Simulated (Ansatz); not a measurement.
# Zone-centre phonons of HfB at 10 GPa: input and output

Computed with DFT PBE, scalar-relativistic, plane waves, PAW (Ansatz).

Launched with:
```bash
ansatz run input.yaml --threads 1 --pin off --max-ram 3072MiB --backend cpu --events-out ev --progress --plain --runs-dir out
```

Input (bare energies are in eV):
```yaml
crystal:
  lattice:
    - [0.0, 2.3752645417, 2.3752645417]
    - [2.3752645417, 0.0, 2.3752645417]
    - [2.3752645417, 2.3752645417, 0.0]
  atoms:
    - { symbol: Hf, position: [0.5, 0.5, 0.5] }
    - { symbol: B, position: [0.0, 0.0, 0.0] }
basis:
  ecutwfc: 420
kpoints:
  mp_grid: { grid: [16, 16, 16] }
hamiltonian:
  xc: pbe
scf:
  occupations: { method: fermi_dirac, width: 0.15 }
output:
  eigenvalues: true
phonons:
  method: dfpt
  eigenvectors: true
```

Results section of the output:
```
--- Phonons (Γ-DFPT): 2 representative perturbations + reference, on 349 of 4096 k-points (Σ response iterations 7) ---
  k mesh reduced under 8 symmetry operations, with k and −k counted as one. Each operation leaves every solved perturbation unchanged. A smaller set is not used because it would not reduce the number of displacements ...
  ASR residual: 1.125e-4 → 0.000e0 eV/Å²; symmetrization residual: 5.403e-7 eV/Å²
  ASR residual per site (eV/Å²): 1.13e-4 6.85e-5
  Γ frequencies (cm⁻¹): 0.00 0.00 0.00 491.58 491.58 491.58
  non-analytic LO–TO correction: not included (Born effective charges unavailable; polar crystals: no LO–TO splitting at Γ)
```

It took 52 s on 1 thread of Arm Neoverse V1 (shared host), peak memory 0.81 GiB.

In a metal, frequencies and elastic constants depend on the k mesh and the smearing, soft modes and shear constants most. Spin–orbit coupling is left out, which can shift energies with elements as heavy as these. Other phases may be more stable at this pressure.